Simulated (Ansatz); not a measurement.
**Contact densities of Li against volume**

```yaml
crystal:
  lattice:
    - [-1.75000, 1.75000, 1.75000]
    - [1.75000, -1.75000, 1.75000]
    - [1.75000, 1.75000, -1.75000]
  atoms:
    - { symbol: Li, position: [0.00000, 0.00000, 0.00000] }
```

The structure is an experimental refinement, used without relaxation.

Method: DFT, PBE, all-electron PAW with datasets made for the crystal, scalar-relativistic in Ansatz 0.2.0.

The runs use a Γ-centred 13×13×13 k mesh, Fermi–Dirac smearing of 0.05 eV, cutoff 100 eV (chosen by the program for this cell), no spin polarisation.

The contact density is the mean electron density over the nuclear volume; its changes follow the s electrons' response to bonding and compression. Changes below are taken from the unscaled cell, where it is 94.7288 e/Å³ at Li.

| V/V(cell) | P (GPa) | Δρ(0) Li (e/Å³) |
| --- | --- | --- |
| 0.9600 | -0.2 | 0.02 |
| 1.0000 | -0.7 | 0.00 |
| 1.0400 | -1.1 | -0.02 |

The datasets are made afresh for each cell, so very small changes are uncertain.
